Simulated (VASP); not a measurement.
# WS₂: electric field gradients, by potentials

WS₂, R3m (no. 160), 3 atoms in the cell.

| Potentials | Vzz of the first element (V/Å²) | Vzz of the second element (V/Å²) | Time (s) |
|---|---|---|---|
| W_sv, S | -153.27 | -40.98 | 295 |
| W, S | -150.53 | -41.59 | 229 |
| W_sv_GW, S_GW | -175.16 | -40.95 | 360 |
| W_sv, S_h | -153.53 | -40.99 | 230 |

Limits: The S sites differ; a column by element shows the first atom in the POSCAR.

## Input of the first row

INCAR:
```
GGA = PE
PREC = Accurate
ENCUT = 500
EDIFF = 1E-7
LREAL = F
LASPH = T
ALGO = Normal
NELM = 120
LWAVE = F
LCHARG = F
ISMEAR = 0
SIGMA = 0.02
KPAR = 2
LEFG = T
QUAD_EFG = 0 -67.8
```

KPOINTS:
```
k-points
0
Gamma
  9 9 9
```

POSCAR:
```
WS2
1.0
    1.5790000000      0.9116360751      6.1633333333
   -1.5790000000      0.9116360751      6.1633333333
    0.0000000000     -1.8232721501      6.1633333333
W S
1 2
Direct
    0.0000000000      0.0000000000      0.0000000000
    0.5810000000      0.5810000000      0.5810000000
    0.7503000000      0.7503000000      0.7503000000
```

Commands:
```
cat potpaw_PBE.64/W_sv/POTCAR potpaw_PBE.64/S/POTCAR > POTCAR
mpirun -np 2 vasp_std > vasp.out
```

Changes of the last row against the first:
```
- cat potpaw_PBE.64/W_sv/POTCAR potpaw_PBE.64/S/POTCAR > POTCAR
+ cat potpaw_PBE.64/W_sv/POTCAR potpaw_PBE.64/S_h/POTCAR > POTCAR
```

VASP 6.6.1 took 295 s on 2 cores (AMD EPYC 7R43 (Zen 3)), a shared host.
